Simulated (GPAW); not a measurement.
Set up this calculation in GPAW 26.7.0, as an ASE script.

```
Task                : single point
Functional          : PBE
Potentials or basis : GPAW PAW data sets (gpaw-data 1.2.1)
Cutoff              : 650 eV
Basis               : pw
k mesh              : 8 × 8 × 8
Occupations         : fermi-dirac, width 0.05 eV
Spin                : no spin polarisation
Maxiter             : 120
Convergence         : default
```

The structure of CuO lies in POSCAR:

```
CuO
1.0
    0.0000000000      2.3272527300      2.3272527300
    2.3272527300      0.0000000000      2.3272527300
    2.3272527300      2.3272527300      0.0000000000
Cu O
1 1
Direct
    0.0000000000      0.0000000000      0.0000000000
    0.2500000000      0.2500000000      0.2500000000
```

Measurements of this composition are mostly on another form, of space group No. 15.

These files were run (other wordings do the same):

run.py

```python
from ase.dft.bandgap import bandgap
from ase.io import read, write
from ase.units import GPa
from gpaw import GPAW, PW

atoms = read('POSCAR')

calc = GPAW(mode=PW(650),
            xc='PBE',
            kpts={'size': (8, 8, 8), 'gamma': True},
            occupations={'name': 'fermi-dirac', 'width': 0.05},
            nbands=19,
            maxiter=120,
            txt='gpaw.txt')
atoms.calc = calc
energy = atoms.get_potential_energy()
forces = atoms.get_forces()
stress = atoms.get_stress()
calc.write('gs.gpw')
write('result.traj', atoms)
print(f'Energy: {energy:.6f} eV')
print('Forces (eV/A):')
print(forces.round(4))
print('Stress (GPa):', (stress / GPa).round(3))
print('Fermi level:', round(calc.get_fermi_level(), 4), 'eV')
print(f'Gap: {bandgap(calc)[0]:.4f} eV, direct: {bandgap(calc, direct=True)[0]:.4f} eV')
```

Potentials or basis: GPAW PAW data sets (gpaw-data 1.2.1), pw.

Launch:

```sh
$ OMP_NUM_THREADS=1 python run.py
```

Results of the run:

```yaml
Pressure: -10.2 GPa
Band_gap_on_the_k_mesh: none (metal or under the smearing width)
```

Caveat: with this Cu data set, volumes or pressures lay over 1.5 % or 2 GPa off other programs in two to four cells of ten; the cutoff is short for stress and forces, so pressures can be off by a GPa or more; an odd number of electrons without spin polarisation forces a metal; a magnetic or distorted state may lie lower; the run has no spin polarisation, though such a crystal can be magnetic; semilocal functionals often make such compounds metallic where correlation or magnetic order opens a gap, which also shifts bond lengths.

Wall time 11 s on 1 thread of Arm Neoverse V1, on a shared host, peak memory 0.14 GiB.
